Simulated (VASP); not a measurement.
# C (P6_3/mmc) in VASP: a series of runs, part 2 of 2

VASP 6.6.1.

**3. Relaxation of cell and atoms, LDA**

Input file INCAR:

```
SYSTEM = C
PREC = Accurate
ENCUT = 600
EDIFF = 1E-6
ISMEAR = 0
SIGMA = 0.1
LREAL = .FALSE.
LASPH = .TRUE.
NELM = 100
ALGO = Fast
ISIF = 3
LWAVE = .FALSE.
LCHARG = .FALSE.
IBRION = 2
NSW = 100
EDIFFG = -0.005
```

Input file KPOINTS:

```
Automatic mesh
0
G
  21 21 6
  0 0 0
```

Input file POSCAR:

```
C
1.0
    2.4449094565      0.0000000000      0.0000000000
   -1.2224547283      2.1173536993      0.0000000000
    0.0000000000      0.0000000000      6.6497357286
C
4
Direct
    0.0000000000      0.0000000000      0.2500000000
    0.0000000000      0.0000000000      0.7500000000
    0.3333333333      0.6666666667      0.2500000000
    0.6666666667      0.3333333333      0.7500000000
```

Potentials or basis: VASP PAW LDA potentials, release 64 (C).

On the command line:

```
> cat potpaw_LDA.64/C/POTCAR > POTCAR
> mpirun -np 1 vasp_std > vasp.out
```

OUTCAR:

```text
SYSTEM = C
   PREC = Accurate
   ENCUT = 600
   EDIFF = 1E-6
   ISMEAR = 0
   LREAL = .FALSE.
   LASPH = .TRUE.
   NELM = 100
   ISIF = 3
   IBRION = 2
   NSW = 100
   EDIFFG = -0.005

 ion  position               nearest neighbor table
   1  0.000  0.000  0.250-   3 1.41   3 1.41   3 1.41
   2  0.000  0.000  0.750-   4 1.41   4 1.41   4 1.41
   3  0.333  0.667  0.250-   1 1.41   1 1.41   1 1.41
   4  0.667  0.333  0.750-   2 1.41   2 1.41   2 1.41

  LATTYP: Found a hexagonal cell.
 ALAT       =     2.4449094565
 C/A-ratio  =     2.7198290354

  Lattice vectors:

 A1 = (   2.4449094565,   0.0000000000,   0.0000000000)
 A2 = (  -1.2224547283,   2.1173536993,   0.0000000000)
 A3 = (   0.0000000000,   0.0000000000,   6.6497357286)

Analysis of symmetry for initial positions (statically):
=====================================================================
 Subroutine PRICEL returns:
 Original cell was already a primitive cell.

 Routine SETGRP: Setting up the symmetry group for a
 hexagonal supercell.

 Subroutine GETGRP returns: Found 24 space group operations
 (whereof 12 operations were pure point group operations)
 out of a pool of 24 trial point group operations.

The static configuration has the point symmetry D_3d.
 The point group associated with its full space group is D_6h.

Analysis of symmetry for dynamics (positions and initial velocities):
=====================================================================
 Subroutine PRICEL returns:
 Original cell was already a primitive cell.

 Routine SETGRP: Setting up the symmetry group for a
 hexagonal supercell.

 Subroutine GETGRP returns: Found 24 space group operations
 (whereof 12 operations were pure point group operations)
 out of a pool of 24 trial point group operations.

The dynamic configuration has the point symmetry D_3d.
[... 139 lines left out ...]
  energy-cutoff  :      600.00
  volume of cell :       34.42
 maximum number of plane-waves:      1171
 NGX is ok and might be reduce to    20
   NGX =  9   NGY =  9   NGZ = 27

--------------------------------------- Ionic step        1  -------------------------------------------

 number of electron      16.0000001 magnetization

 Free energy of the ion-electron system (eV)
  ---------------------------------------------------
  ext. energy  EPLUGINS =         0.00000000
  ---------------------------------------------------
  free energy    TOTEN  =       -40.46029289 eV

  energy without entropy =      -40.45970631  energy(sigma->0) =      -40.45999960

------------------------ aborting loop because EDIFF is reached ----------------------------------------

  FORCE on cell =-STRESS in cart. coord.  units (eV):
  Direction    XX          YY          ZZ          XY          YZ          ZX
  --------------------------------------------------------------------------------------
  -------------------------------------------------------------------------------------
  Total        0.1491369      0.1491369     -0.0817779     -0.0000000     -0.0000000      0.0000000
  in kB        6.9412074      6.9412074     -3.8061528     -0.0000000     -0.0000000      0.0000000
  external PRESSURE =       3.3587540 kB  Pullay stress =       0.0000000 kB
[... 291 lines left out ...]
--------------------------------------- Ionic step        9  -------------------------------------------

 number of electron      16.0000001 magnetization

 Free energy of the ion-electron system (eV)
  ---------------------------------------------------
  ext. energy  EPLUGINS =         0.00000000
  ---------------------------------------------------
  free energy    TOTEN  =       -40.46094681 eV

  energy without entropy =      -40.46036383  energy(sigma->0) =      -40.46065532

 E-fermi :   4.8794     XC(G=0): -10.9467

 val. band max:        4.8764789959   @ k =   0.3333   0.3333   0.5000
 cond. band min:       4.8916778033   @ k =   0.3333   0.3333   0.3333
 fundamental gap:      0.0151988075
 Fermi energy:         4.8794100013

 k-point     1 :       0.0000    0.0000    0.0000
  band No.  band energies     occupation
      1     -14.7455      2.00000
      2     -14.3693      2.00000
      3      -3.9434      2.00000
      4      -1.6615      2.00000
      5       1.9016      2.00000
      6       1.9016      2.00000
      7       1.9244      2.00000
      8       1.9244      2.00000
      9       8.9026      0.00000
     10      13.3258      0.00000
     11      13.3264      0.00000
     12      13.3892      0.00000
[... 331 lines left out ...]
 k-point    24 :       0.1905    0.0952    0.0000
  band No.  band energies     occupation
      1     -13.2276      2.00000
      2     -12.8858      2.00000
      3      -2.2263      2.00000
      4      -2.1267      2.00000
      5      -2.0872      2.00000
      6      -0.6445      2.00000
      7      -0.5810      2.00000
      8       0.0433      2.00000
      9      10.7473      0.00000
     10      12.0032      0.00000
     11      12.6087      0.00000
     12      13.9031      0.00000

 [... further k-points ...]
[... 5 lines left out ...]
  --------------------------------------------------------------------------------------
  -------------------------------------------------------------------------------------
  Total        0.0012965      0.0012965      0.0018554     -0.0000000      0.0000000      0.0000000
  in kB        0.0611015      0.0611015      0.0874377     -0.0000000      0.0000000      0.0000000
  external PRESSURE =       0.0698802 kB  Pullay stress =       0.0000000 kB
[... 19 lines left out ...]
  FREE ENERGIE OF THE ION-ELECTRON SYSTEM (eV)
  ---------------------------------------------------
  free  energy   TOTEN  =       -40.4609468134 eV

  energy  without entropy=      -40.4603638337  energy(sigma->0) =      -40.46065532

 reached required accuracy - stopping structural energy minimisation
```

OSZICAR:

```text
N       E                     dE             d eps       ncg     rms          rms(c)
DAV:   1     0.517000707534E+02    0.51700E+02   -0.90766E+03  4624   0.139E+03
DAV:   2    -0.392793533211E+02   -0.90979E+02   -0.83201E+02  6468   0.244E+02
[... 77 lines left out ...]
   8 F= -.40460509E+02 E0= -.40460217E+02  d E =0.422977E-03
       N       E                     dE             d eps       ncg     rms          rms(c)
DAV:   1    -0.404611742124E+02   -0.66572E-03   -0.94737E-03  5284   0.942E-01    0.857E-02
RMM:   2    -0.404610017811E+02    0.17243E-03   -0.24686E-04  4608   0.129E-01    0.459E-02
RMM:   3    -0.404609458630E+02    0.55918E-04   -0.21484E-04  4608   0.109E-01    0.369E-03
RMM:   4    -0.404609468858E+02   -0.10228E-05   -0.14108E-05  4626   0.392E-02    0.239E-03
RMM:   5    -0.404609468134E+02    0.72440E-07   -0.17815E-06  3167   0.131E-02
   9 F= -.40460947E+02 E0= -.40460655E+02  d E =-.153061E-04
```

CONTCAR:

```text
C
   1.00000000000000
     2.4460876178296882   -0.0000000000000276    0.0000000000000000
    -1.2230438089648918    2.1183740169413068   -0.0000000000000000
     0.0000000000000000   -0.0000000000000000    6.5609193186221466
  C
     4
Direct
     0.0000000000000000    0.0000000000000000    0.2500000000000000
     0.0000000000000000    0.0000000000000000    0.7500000000000000
     0.3333333332999970    0.6666666667000030    0.2500000000000000
     0.6666666667000030    0.3333333332999970    0.7500000000000000

  0.00000000E+00  0.00000000E+00  0.00000000E+00
  0.00000000E+00  0.00000000E+00  0.00000000E+00
  0.00000000E+00  0.00000000E+00  0.00000000E+00
  0.00000000E+00  0.00000000E+00  0.00000000E+00
```

It took 3.3 min on 1 thread of Intel Xeon 6975P-C (Granite Rapids), shared host; peak memory 0.19 GiB.

Results:

```yaml
Free_energy: -40.4609 eV
Relaxed_volume: 8.50 Å³/atom
Relaxed_cell: a = 2.446 Å, b = 2.446 Å, c = 6.561 Å, α = 90.00°, β = 90.00°, γ = 120.00°
Space_group_after_relaxing_to_0.05_Å: P6_3/mmc (No. 194)
Energy_gained_by_relaxing: 0.2 meV/atom
Ionic_steps: 9
Pressure_after_relaxing: 0.0 GPa
Band_gap_on_the_k_mesh: none (metal or under the smearing width)
```

Step by step:
```
step  energy change (eV)  largest force (eV/Å)  pressure (GPa)  volume (Å³)
   1              0.0000                0.0000            0.34        34.42
   2              0.0003                0.0000           -1.22        34.51
   3             -0.0001                0.0000           -0.21        34.46
   4             -0.0002                0.0000           -0.22        34.42
   5             -0.0004                0.0000           -0.24        34.32
   6             -0.0006                0.0000           -0.23        34.11
   7             -0.0006                0.0000           -0.23        34.02
   8             -0.0002                0.0000            1.11        33.87
   9             -0.0007                0.0000            0.01        34.00
```

Final structure:
```
CELL_PARAMETERS angstrom
2.44609 0.00000 0.00000
-1.22304 2.11837 0.00000
0.00000 0.00000 6.56092
ATOMIC_POSITIONS crystal
C 0.00000 0.00000 0.25000
C 0.00000 0.00000 0.75000
C 0.33333 0.66667 0.25000
C 0.66667 0.33333 0.75000
```
